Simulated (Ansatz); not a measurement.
# Si5Ni12: the cost of one run

Method: DFT r2SCAN, scalar-relativistic, plane waves, PAW, in Ansatz 0.2.0.

2 further runs of the same task are left out: 2 set aside as unsound or not needed.

### 1 The system as given

It takes space group P6_3/mmc (No. 194, hexagonal). Conventional cell: a = 3.870 Å, b = 3.870 Å, c = 4.927 Å, α = 90.00°, β = 90.00°, γ = 120.00°. Si (site symmetry -6m2) is surrounded by 11 Ni at 2.23 to 2.55 Å. Ni (site symmetry -3m) is surrounded by 8 Ni at 2.46 to 2.55 Å and 6 Si at 2.55 Å. Ni (site symmetry -6m2) has 5 Si at 2.23 to 2.46 Å and 6 Ni at 2.55 Å as nearest neighbours.

Structure file:

```xyz
6
Lattice="3.8695 0.0000 0.0000 -1.9348 3.3511 0.0000 0.0000 0.0000 4.9268" Properties=species:S:1:pos:R:3 pbc="T T T"
Si    0.0000    2.2341    3.6951
Si    1.9348    1.1170    1.2317
Ni    0.0000    0.0000    0.0000
Ni    0.0000    0.0000    2.4634
Ni    0.0000    2.2341    1.2317
Ni    1.9348    1.1170    3.6951
```

This cell was relaxed beforehand with the same method: volume 10.65 Å³/atom, gap on the mesh none (metal).

Reference energy of this cell: -24662.1677 eV (6 atoms, 12×12×8 mesh, zero smearing).

### 2 Next cell: 1 of 6 Si atoms taken out at random

From a supercell with 6 Si sites, 1 are emptied at random; the cell stays neutral and all atoms are shaken by 0.02 Å.

The cell holds 5 Si, 12 Ni: a = 6.265 Å, b = 6.265 Å, c = 6.265 Å, α = 64.68°, β = 64.68°, γ = 64.68°.

### 3 Relaxation without symmetry, coarse mesh

Cell and atoms move without symmetry, on a coarse mesh with loose thresholds.

Input file input.yaml:

```yaml
crystal:
  lattice:
    - [1.9347728363, -3.3511248535, 4.9268109823]
    - [1.9347728363, 3.3511248535, 4.9268109823]
    - [-3.8695456725, 0.0, 4.9268109823]
  atoms:
    - { symbol: Si, position: [0.9143386963, 0.5781355828, 0.2477080249] }
    - { symbol: Si, position: [0.5792595609, 0.2517774303, 0.9173150139] }
    - { symbol: Si, position: [0.0847634966, 0.4161084014, 0.7482716148] }
    - { symbol: Si, position: [0.4141846508, 0.7493485112, 0.0848099136] }
    - { symbol: Si, position: [0.7518668686, 0.0809270764, 0.414732319] }
    - { symbol: Ni, position: [0.9966064044, 0.9979483043, 0.0018136375] }
    - { symbol: Ni, position: [0.3368256458, 0.3325438468, 0.331710058] }
    - { symbol: Ni, position: [0.6661974295, 0.6694411048, 0.6669414501] }
    - { symbol: Ni, position: [0.4929094079, 0.4961846481, 0.5003180379] }
    - { symbol: Ni, position: [0.8341136288, 0.8354303924, 0.8322181824] }
    - { symbol: Ni, position: [0.1612100352, 0.1671335833, 0.1678312671] }
    - { symbol: Ni, position: [0.7507932853, 0.4132675263, 0.0840082033] }
    - { symbol: Ni, position: [0.0863178209, 0.7487509696, 0.4197795107] }
    - { symbol: Ni, position: [0.4180178661, 0.0787559369, 0.7466721393] }
    - { symbol: Ni, position: [0.250012812, 0.5814525626, 0.9155166103] }
    - { symbol: Ni, position: [0.5860200688, 0.9199629818, 0.2489184059] }
    - { symbol: Ni, position: [0.9161810656, 0.2494041209, 0.5825426024] }
  symmetry: { detect: false }
basis:
  ecutwfc: 500
kpoints:
  mp_grid: { grid: [3, 3, 3], shift: [0.0, 0.0, 0.0] }
hamiltonian:
  xc: r2scan
scf:
  occupations: { method: gaussian, width: 0.1 }
  lower_state_search: "off"
output:
  forces: true
  stress: true
  eigenvalues: true
relax:
  adjacent_minimum: "off"
  f_tol: 0.04
  max_steps: 50
  cell: { stress_tol: 0.3 }
```

Launch:

```
$ ansatz run input.yaml --threads 4 --pin off --max-ram 9216MiB --backend cpu --events-out ev --progress --plain --runs-dir out
```

**Question.** How long does this run take on 4 threads of Intel Xeon Platinum 8259CL at 2.50GHz (Skylake/Cascade Lake), shared host, and how much memory does it need?

About 6.3 min, with a peak of 1.6 GiB.
